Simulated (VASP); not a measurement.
Write the native input for VASP 6.6.1 that does the following.

| Quantity | Value |
| --- | --- |
| Task | single point |
| Functional | PBE |
| Potentials or basis | VASP PAW PBE potentials, release 64 (Cu) |
| Cutoff | 520 eV |
| k mesh | 10 × 10 × 10 |
| Occupations | gaussian, width 0.1 eV |
| Spin | no spin polarisation |
| Dipole correction | no |
| Further INCAR settings | ALGO = Fast; EDIFF = 1e-06; NBANDS = 36 |

The structure of Cu lies in POSCAR:

```
Cu
1.0
   -2.9216786711      2.9216786711      2.1964357541
    2.9216786711     -2.9216786711      2.1964357541
    2.9216786711      2.9216786711     -2.1964357541
Cu
5
Direct
    0.2006603779      0.2006603779      0.4013207558
    0.7993396221      0.2006603779      0.0000000000
    0.7993396221      0.7993396221      0.5986792442
    0.2006603779      0.7993396221      0.0000000000
    0.5000000000      0.5000000000      0.0000000000
```

The cell was built by a generator and needn't be a form met in nature.

The cell isn't the ideal one: random cell with space group I4/mmm (No. 139).

These files were run (other wordings do the same):

INCAR

```
PREC = Accurate
ENCUT = 520
EDIFF = 1E-6
ISMEAR = 0
SIGMA = 0.1
LREAL = F
LASPH = T
NELM = 100
ALGO = Fast
ISIF = 2
LWAVE = F
LCHARG = F
GGA = PE
NBANDS = 36
```

KPOINTS

```
Automatic mesh
0
Gamma
  10 10 10
```

Potentials or basis: VASP PAW PBE potentials, release 64 (Cu).

Command:

```console
$ cat potpaw_PBE.64/Cu/POTCAR > POTCAR
$ mpirun -np 1 vasp_std > vasp.out
```

It gave:

```
Pressure               : 0.5 GPa
Largest force          : 0.007 eV/Å
Band gap on the k mesh : none (metal or under the smearing width)
```

Run time: 3.6 min on 1 thread of AMD EPYC 9R45 (Zen 5) (shared host), peak memory 0.3 GiB.
